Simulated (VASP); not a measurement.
# GaP (F-43m) in VASP: a series of runs, part 2 of 4

VASP 6.6.1. Earlier steps stand in the parts before.

## (3) G0W0 quasiparticle levels, PBE

POSCAR

```
GaP
1.0
    0.0000000000      2.7252500000      2.7252500000
    2.7252500000      0.0000000000      2.7252500000
    2.7252500000      2.7252500000      0.0000000000
Ga P
1 1
Direct
    0.0000000000      0.0000000000      0.0000000000
    0.7500000000      0.7500000000      0.7500000000
```

INCAR.step1

```
ALGO = Fast
EDIFF = 1E-8
ENCUT = 450
GGA = PE
ISMEAR = 0
LASPH = T
LCHARG = F
LREAL = F
LWAVE = T
NELM = 100
PREC = Accurate
SIGMA = 0.01
```

INCAR.step2

```
ALGO = Exact
EDIFF = 1E-8
ENCUT = 450
GGA = PE
ISMEAR = 0
ISTART = 1
LASPH = T
LCHARG = F
LOPTICS = T
LREAL = F
LWAVE = T
NBANDS = 33
NELM = 1
PREC = Accurate
SIGMA = 0.01
```

INCAR.step3

```
ALGO = EVGW0
EDIFF = 1E-8
ENCUT = 450
ENCUTGW = 100
GGA = PE
ISMEAR = 0
ISTART = 1
LASPH = T
LCHARG = F
LREAL = F
LWAVE = F
NBANDS = 33
NBANDSGW = 17
NELMGW = 1
NOMEGA = 48
PREC = Accurate
PRECFOCK = Fast
SIGMA = 0.01
```

KPOINTS

```
k-points
0
Gamma
  5 5 5
```

Potentials or basis: VASP PAW PBE potentials, release 64 (Ga_d_GW, P_GW).

Started as:

```bash
> cat potpaw_PBE.64/Ga_d_GW/POTCAR potpaw_PBE.64/P_GW/POTCAR > POTCAR
> cp INCAR.step1 INCAR
> mpirun -np 1 vasp_std > vasp.out
> cp INCAR.step2 INCAR
> mpirun -np 1 vasp_std > vasp.out
> cp INCAR.step3 INCAR
> mpirun -np 1 vasp_std > vasp.out
```

OUTCAR:

```text
EDIFF = 1E-8
   ENCUT = 450
   ENCUTGW = 100
   GGA = PE
   ISMEAR = 0
   ISTART = 1
   LASPH = T
   LREAL = F
   NELMGW = 1
   PREC = Accurate
   PRECFOCK = Fast

 Found     10 irreducible k-points:

 Following reciprocal coordinates:
            Coordinates               Weight
  0.000000  0.000000  0.000000      1.000000
  0.200000  0.000000  0.000000      8.000000
  0.400000  0.000000  0.000000      8.000000
  0.200000  0.200000  0.000000      6.000000
  0.400000  0.200000  0.000000     24.000000
 -0.400000  0.200000  0.000000     24.000000
   k-points           NKPTS =     10   k-points in BZ     NKDIM =    125   number of bands    NBANDS=     33
   number of dos      NEDOS =    301   number of ions     NIONS =      2
   total plane-waves  NPLWV =  21952
   dimension x,y,z NGX =    28 NGY =   28 NGZ =   28
   dimension x,y,z NGXF=    56 NGYF=   56 NGZF=   56
   ions per type =               1   1
   NGX,Y,Z   is equivalent  to a cutoff of  12.08, 12.08, 12.08 a.u.
   NGXF,Y,Z  is equivalent  to a cutoff of  24.16, 24.16, 24.16 a.u.
 SYSTEM =  unknown system
   PREC   = accura    normal or accurate (medium, high low for compatibility)
   ISTART =      1    job   : 0-new  1-cont  2-samecut
   ICHARG =      0    charge: 1-file 2-atom 10-const
   ISPIN  =      1    spin polarized calculation?
   LNONCOLLINEAR =      F non collinear calculations
   LSORBIT =      F    spin-orbit coupling
   LASPH  =      T    aspherical Exc in radial PAW
   ENCUT  =  450.0 eV  33.07 Ry    5.75 a.u.   6.67  6.67  6.67*2*pi/ulx,y,z
   NELM   =     60;   NELMIN=  2; NELMDL=  0     # of ELM steps
   EDIFF  = 0.1E-07   stopping-criterion for ELM
   LREAL  =      F    real-space projection
   EDIFFG = 0.1E-06   stopping-criterion for IOM
   NSW    =      0    number of steps for IOM
   IBRION =     -1    ionic relax: 0-MD 1-quasi-New 2-CG
   NFREE  =      0    steps in history (QN), initial steepest desc. (CG)
   ISIF   =      0    stress and relaxation
   ISYM   =      3    0-nonsym 1-usesym 2-fastsym
   POTIM  = 0.5000    time-step for ionic-motion
   TEBEG  =    0.0;   TEEND  =   0.0 temperature during run
   PSTRESS=    0.0 pullay stress
   NELECT =      18.0000    total number of electrons
   NUPDOWN=      -1.0000    fix difference up-down
   EMIN   =  10.00;   EMAX   =-10.00  energy-range for DOS
   EFERMI =   0.00;   METHOD = LEGACY
   ISMEAR =     0;   SIGMA  =   0.01  broadening in eV -4-tet -1-fermi 0-gaus
   EFERMI_NEDOS =   21; number of points for ismear=-14 and -15
   IALGO  =     38    algorithm
   IMIX   =      4    mixing-type and parameters
     AMIX     =   0.40;   BMIX     =  1.00
     AMIX_MAG =   1.60;   BMIX_MAG =  1.00
  volume/ion in A,a.u.               =      20.24       136.59
  Fermi-wavevector in a.u.,A,eV,Ry     =   1.249538  2.361284 21.243377  1.561344
  Thomas-Fermi vector in A             =   2.383574
   LORBIT       =      0    0 simple, 1 ext, 2 COOP (PROOUT), +10 PAW based schemes
   GGA     = PE    functional components
   LHFCALC =     T    Hartree Fock is set to
   PRECFOCK=fast      Normal, Fast or Accurate (Low or Medium for compatibility)
   ENCUT4O =  -1.0   cutoff for four orbital integrals eV
   NKREDX  =     1    reduce k-point grid by
   NKREDY  =     1    reduce k-point grid by
   NKREDZ  =     1    reduce k-point grid by
   AEXX    =    1.0000 exact exchange contribution
   HFSCREEN=    0.0000 screening length (either q_TF or 0.3 A-1)
   HFSCREENC=   0.0000 screening length for correlation (either q_TF or 0.3 A-1)
   ENCUTFOCK=  -1.0 apply spherical cutoff to Coloumb kernel
   IVDW    =     0    specifies the selected vdW correction
   LEPSILON=     F    determine dielectric tensor
   LRPA    =     F    only Hartree local field effects (RPA)
   LRPAFORCE           =     F    calculate RPA forces
   ENCUTGW             = 100.0    cutoff for response function in eV
   ENCUTGWSOFT         =  80.0    soft cutoff for Coulomb kernel in GW response function in eV
   ENCUTLF             =  -1.0    cutoff for local field effects
   NELMGW              =     1    number of iterations in solving QP/BSE equation
   NELMHF              =     1    number of iterations in the inner HF iteration
   NKREDLFX            =     1    NKREDLFY  =   1   NKREDLFZ  =   1
 non-spin polarized calculation
 Gauss-broadening in eV      SIGMA  =   0.01
  energy-cutoff  :      450.00
  volume of cell :       40.48
 maximum number of plane-waves:       893
  NGX = 16; NGY = 16; NGZ = 16
   NGX = 13   NGY = 13   NGZ = 13
 maximum number of plane-waves:        97
 NGX is ok and might be reduce to    14

 QP shifts <psi_nk| G(iteration)W_0 |psi_nk>: iteration 1
 for sc-GW calculations column KS-energies equals QP-energies in previous step
 and V_xc(KS)=  KS-energies - (<T + V_ion + V_H > + <T+V_H+V_ion>^1  + <V_x>^1)

 k-point   1 :       0.0000    0.0000    0.0000
  band No.  KS-energies  QP-energies   sigma(KS)   V_xc(KS)     V^pw_x(r,r')   Z            occupation Imag(sigma)

      1     -10.1879     -13.1280     -26.0055     -21.6809     -34.9990       0.6798       2.0000       0.2973
      2     -10.1879     -13.1280     -26.0055     -21.6809     -34.9990       0.6798       2.0000       0.2973
      3     -10.1879     -13.1280     -26.0055     -21.6809     -34.9990       0.6798       2.0000       0.2973
      4     -10.0891     -13.0840     -26.1878     -21.8049     -35.1381       0.6833       2.0000       0.2582
      5     -10.0891     -13.0840     -26.1878     -21.8049     -35.1381       0.6833       2.0000       0.2582
      6      -8.1188      -8.2383     -11.5517     -11.3639     -18.6803       0.6366       2.0000       1.0842
[... 9 lines left out ...]
     16      14.0966      14.9264      -9.7289     -10.8316      -5.0108       0.7525       0.0000      -0.2950
     17      16.8131      17.1794      -7.7600      -8.2442      -2.4614       0.7565       0.0000      -0.5282

 k-point   2 :       0.2000    0.0000    0.0000
  band No.  KS-energies  QP-energies   sigma(KS)   V_xc(KS)     V^pw_x(r,r')   Z            occupation Imag(sigma)

      1     -10.2189     -13.1062     -25.7604     -21.5117     -34.7486       0.6796       2.0000       0.3153
      2     -10.1774     -13.1234     -26.0302     -21.7011     -35.0242       0.6805       2.0000       0.2964
      3     -10.1774     -13.1234     -26.0302     -21.7011     -35.0242       0.6805       2.0000       0.2964
      4     -10.0887     -13.0902     -26.1869     -21.8049     -35.1392       0.6850       2.0000       0.2581
      5     -10.0887     -13.0902     -26.1869     -21.8049     -35.1392       0.6850       2.0000       0.2581
      6      -7.6118      -7.7824     -11.8832     -11.6211     -18.8325       0.6510       2.0000       1.0297
[... 9 lines left out ...]
     16      14.4806      14.8642      -7.6710      -8.1750      -2.6169       0.7613       0.0000      -0.3742
     17      16.5170      16.9890      -7.9838      -8.6058      -2.7636       0.7589       0.0000      -0.5091

 k-point   3 :       0.4000    0.0000    0.0000
  band No.  KS-energies  QP-energies   sigma(KS)   V_xc(KS)     V^pw_x(r,r')   Z            occupation Imag(sigma)

      1     -10.2622     -13.0934     -25.5045     -21.3363     -34.4900       0.6793       2.0000       0.3352
      2     -10.1649     -13.1170     -26.0551     -21.7197     -35.0458       0.6810       2.0000       0.2941
      3     -10.1649     -13.1170     -26.0551     -21.7197     -35.0458       0.6810       2.0000       0.2941
      4     -10.0834     -13.0954     -26.2020     -21.8199     -35.1617       0.6873       2.0000       0.2591
      5     -10.0834     -13.0954     -26.2020     -21.8199     -35.1617       0.6873       2.0000       0.2591
      6      -6.3905      -6.6047     -12.5297     -12.2146     -19.0854       0.6796       2.0000       0.8953
[... 9 lines left out ...]
     16      14.8563      15.6490      -9.5246     -10.5799      -4.4534       0.7512       0.0000      -0.4216
     17      19.0652      19.9665      -9.4467     -10.6625      -3.5897       0.7414       0.0000      -0.8204

 k-point   4 :       0.2000    0.2000    0.0000
  band No.  KS-energies  QP-energies   sigma(KS)   V_xc(KS)     V^pw_x(r,r')   Z            occupation Imag(sigma)

      1     -10.2366     -13.1092     -25.7042     -21.4739     -34.6941       0.6791       2.0000       0.3188
      2     -10.1663     -13.1200     -26.0599     -21.7235     -35.0545       0.6811       2.0000       0.2955
      3     -10.1663     -13.1200     -26.0599     -21.7235     -35.0545       0.6811       2.0000       0.2955
      4     -10.0998     -13.0837     -26.1464     -21.7733     -35.0956       0.6823       2.0000       0.2599
      5     -10.0817     -13.0944     -26.2038     -21.8191     -35.1583       0.6871       2.0000       0.2572
      6      -7.4430      -7.6195     -11.9373     -11.6684     -18.8254       0.6563       2.0000       1.0111
[... 9 lines left out ...]
     16      15.9573      16.6097      -8.2273      -9.0850      -3.0172       0.7606       0.0000      -0.4874
     17      18.2233      18.6344      -7.9888      -8.5279      -2.5280       0.7625       0.0000      -0.6803

 k-point   5 :       0.4000    0.2000    0.0000
  band No.  KS-energies  QP-energies   sigma(KS)   V_xc(KS)     V^pw_x(r,r')   Z            occupation Imag(sigma)

      1     -10.2682     -13.0977     -25.5296     -21.3578     -34.5219       0.6783       2.0000       0.3330
      2     -10.1552     -13.1253     -26.0812     -21.7378     -35.0726       0.6838       2.0000       0.2936
      3     -10.1504     -13.1259     -26.0952     -21.7527     -35.0890       0.6852       2.0000       0.2934
      4     -10.1025     -13.0849     -26.1372     -21.7668     -35.0888       0.6824       2.0000       0.2609
      5     -10.0771     -13.0994     -26.2141     -21.8298     -35.1737       0.6894       2.0000       0.2573
      6      -6.4131      -6.6173     -12.3897     -12.0877     -18.9325       0.6762       2.0000       0.8983
[... 9 lines left out ...]
     16      16.4489      17.0342      -8.4112      -9.1849      -3.1054       0.7565       0.0000      -0.5389
     17      18.8079      19.5688      -8.9033      -9.9170      -3.2548       0.7506       0.0000      -0.7297

 k-point   6 :      -0.4000    0.2000    0.0000
  band No.  KS-energies  QP-energies   sigma(KS)   V_xc(KS)     V^pw_x(r,r')   Z            occupation Imag(sigma)

      1     -10.2735     -13.0864     -25.4761     -21.3238     -34.4700       0.6774       2.0000       0.3385
      2     -10.1570     -13.1223     -26.0734     -21.7295     -35.0599       0.6826       2.0000       0.2919
      3     -10.1497     -13.1279     -26.0960     -21.7537     -35.0903       0.6859       2.0000       0.2932
      4     -10.0912     -13.0859     -26.1750     -21.7975     -35.1323       0.6841       2.0000       0.2600
      5     -10.0836     -13.0885     -26.1966     -21.8156     -35.1551       0.6859       2.0000       0.2579
      6      -5.7469      -5.9570     -12.8219     -12.5169     -19.1852       0.6888       2.0000       0.8173
[... 9 lines left out ...]
     16      16.8341      17.3235      -7.9927      -8.6367      -2.7921       0.7600       0.0000      -0.5048
     17      18.7300      19.7258      -9.9157     -11.2612      -3.9345       0.7401       0.0000      -0.8400

 [... further k-points ...]
```

Wall time 1.9 min (1 thread of Intel Xeon Platinum 8259CL at 2.50GHz (Skylake/Cascade Lake), shared host); peak memory 0.33 GiB.

These settings aren't checked as converged: the numbers below hold their error.

What came out:

```yaml
Band_gap_on_the_k_mesh_mean-field_level: 1.60 eV, indirect (least direct gap 1.82 eV)
Quasiparticle_gap: 2.09 eV
Least_direct_quasiparticle_gap: 2.78 eV
```

Caveat: bands, screening cutoff and mesh are small and nothing is extrapolated, so the quasiparticle values aren't converged; an odd mesh through Γ misses points on the zone boundary, where band edges often lie.

(Continued in part 3 of 4.)
